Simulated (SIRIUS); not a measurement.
MnO under changes of volume

One of the cells (11.219 Å³/atom); the others are scaled copies at fixed shape and fractional positions:

```
CELL_PARAMETERS angstrom
0.00000 2.23864 2.23864
2.23864 0.00000 2.23864
2.23864 2.23864 0.00000
ATOMIC_POSITIONS crystal
Mn 0.00000 0.00000 0.00000
O 0.50000 0.50000 0.50000
```

The cell is a database's computed one.

| Quantity | Value |
| --- | --- |
| Program | SIRIUS 7.12.0 |
| Functional | PBEsol |
| Potentials or basis | all-electron FP-LAPW |
| Cutoff | 276 eV |
| Basis | apw+lo standard |
| k mesh | 10 × 10 × 10 |
| Occupations | fermi-dirac, width 0.05 eV |
| Spin | collinear spin, ferromagnetic start |
| Starting moments | [4.0, 0.0] μB |

| volume (Å³/atom) | energy over the lowest point (meV/atom) | moment (μB per cell) |
| --- | --- | --- |
| 10.339 | 0.00 | 4.52 |
| 10.559 | 5.09 | 4.60 |
| 10.779 | 12.69 | 4.67 |
| 11.219 | 32.93 | 4.80 |
| 11.439 | 47.32 | 4.82 |
| 11.659 | ? | ? |

Task: What does the run at 11.659 Å³/atom give?

Result: Energy over the lowest point 64.13 meV/atom; moment 4.86 μB per cell.

Worked out: A Birch-Murnaghan fit of order 3 (a polynomial in V^(-2/3)) to the other rows has no minimum within the range. It gives 64.26 meV/atom at 11.659 Å³/atom, against the run's 64.13. A parabola through the other rows of the moment, of slope 0.0925 μB per Å³/atom there, extrapolates to 4.85 μB, against the run's 4.86.

Energies are extrapolated to zero smearing.

Caveats: a cell with one magnetic atom can't hold antiferromagnetic order, which such compounds often take.
